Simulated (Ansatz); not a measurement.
BaF₂: all-electron results

```xyz
3
Lattice="0.0000 3.1000 3.1000 3.1000 0.0000 3.1000 3.1000 3.1000 0.0000" Properties=species:S:1:pos:R:3 pbc="T T T"
Ba    0.0000    0.0000    0.0000
F     1.5500    1.5500    1.5500
F     4.6501    4.6501    4.6501
```

Atoms are numbered in the order listed.

The conventional cell has a = 6.200 Å, b = 6.200 Å, c = 6.200 Å, α = 90.00°, β = 90.00°, γ = 90.00°. Ba (atom 1) is surrounded by 8 F at 2.68 Å. Around F (atom 2) lie 4 Ba at 2.68 Å.

The cell comes from COD entry 9009004, which wasn't checked; take it as a given geometry.

Spin–orbit coupling is left out, though it moves levels of the heavy atoms by tenths of an eV or more.

Methods: DFT, LDA, all-electron LAPW, scalar-relativistic (Ansatz 0.2.0); DFT, LDA, PAW with Ansatz's default frozen-core files, scalar-relativistic (Ansatz 0.2.0).

For LAPW: a Γ-centred 8×8×8 k mesh, Fermi–Dirac smearing of 0.01 eV, basis error target 1 meV/atom, no spin polarisation. PAW takes a cutoff of 420 eV at this cell (files made with PBE, cores remade for this functional). The Ansatz runs share mesh, smearing and spin set-up. Values come from LAPW unless marked.

```yaml
Pressure_at_this_cell: -4.56 GPa
Band_gap: 6.44 eV, indirect from the line K (0.375, 0.375, 0.75)–Γ to Γ
Smallest_direct_gap_on_the_path: 6.55 eV
Löwdin_charges_with_0.24_e_of_the_cell_spilling_out_of_the_atomic_basis_so_their_sizes_and_signs_hang_on_that_basis: Ba1 1.79, F2 -0.77 e
Bader_charges_from_the_PAW_run: Ba1 +1.67, F2 -0.84 e
Volume_per_atom: 19.86 Å³
```
